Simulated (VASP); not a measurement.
HfSiO4:

```
Hf Si O
1.0
    -1.92299    1.92299    4.69341
     1.92299   -1.92299    4.69341
     1.92299    1.92299   -4.69341
Hf Si O
1 1 4
Cartesian
  1.9230 0.0000 2.3467
  0.0000 0.0000 4.6934
  1.9230 0.0000 0.3920
  0.0000 0.0000 6.6148
  1.9230 0.0000 4.3014
  0.0000 0.0000 2.7720
```

The cell was built by a generator and needn't be a form met in nature.

| Quantity | Value |
| --- | --- |
| Program | VASP 6.6.1 |
| Task | relaxation of cell and atoms |
| Functional | PBE |
| Potentials or basis | VASP PAW PBE potentials, release 64 (Hf_pv, Si, O) |
| Cutoff | 520 eV |
| k mesh | 5 × 5 × 5 |
| Occupations | gaussian, width 0.15 eV |
| Spin | no spin polarisation |

At the start: pressure 8.9 GPa; volume 11.57 Å³/atom.

Task: Where does the relaxation end?

Result: Over 15 steps the energy falls by 254.3 meV/atom and the volume is 11.52 Å³/atom (-0.4 %); space group I-4m2 (No. 119, to 0.05 Å).

Step by step:
| step | energy change (eV) | largest force (eV/Å) | pressure (GPa) | volume (Å³) |
| --- | --- | --- | --- | --- |
| 1 | 0.0000 | 4.2088 | 8.94 | 69.42 |
| 2 | -0.8012 | 1.5705 | -19.67 | 76.06 |
| 3 | -1.0216 | 2.1460 | -12.66 | 73.68 |
| 4 | -1.3217 | 1.8019 | 6.80 | 66.85 |
| 5 | -1.4646 | 0.5469 | -1.31 | 69.07 |
| 6 | -1.4647 | 0.5495 | -1.20 | 68.98 |
| 7 | -1.4937 | 0.2732 | 1.46 | 68.36 |
| 8 | -1.4962 | 0.3594 | 2.35 | 68.12 |
| 9 | -1.5158 | 0.3584 | 0.23 | 68.81 |
| 10 | -1.5195 | 0.3467 | -0.39 | 69.13 |
| 11 | -1.5168 | 0.3095 | -1.97 | 69.76 |
| 12 | -1.5201 | 0.3407 | -0.96 | 69.31 |
| 13 | -1.5253 | 0.1108 | 0.02 | 69.09 |
| 14 | -1.5254 | 0.0929 | 0.10 | 69.11 |
| 15 | -1.5259 | 0.0337 | -0.38 | 69.15 |

Final structure:
```
Hf Si O
1.0
    -1.87518    1.87518    4.91633
     1.87518   -1.87518    4.91633
     1.87518    1.87518   -4.91633
Hf Si O
1 1 4
Direct
  0.25000 0.75000 0.50000
  0.50000 0.50000 0.00000
  0.03018 0.53018 0.50000
  0.67851 0.67851 0.00000
  0.46982 0.96982 0.50000
  0.32149 0.32149 0.00000
```

Caveat: the k mesh is coarse (spacing up to 0.46 Å⁻¹), so the values aren't converged.
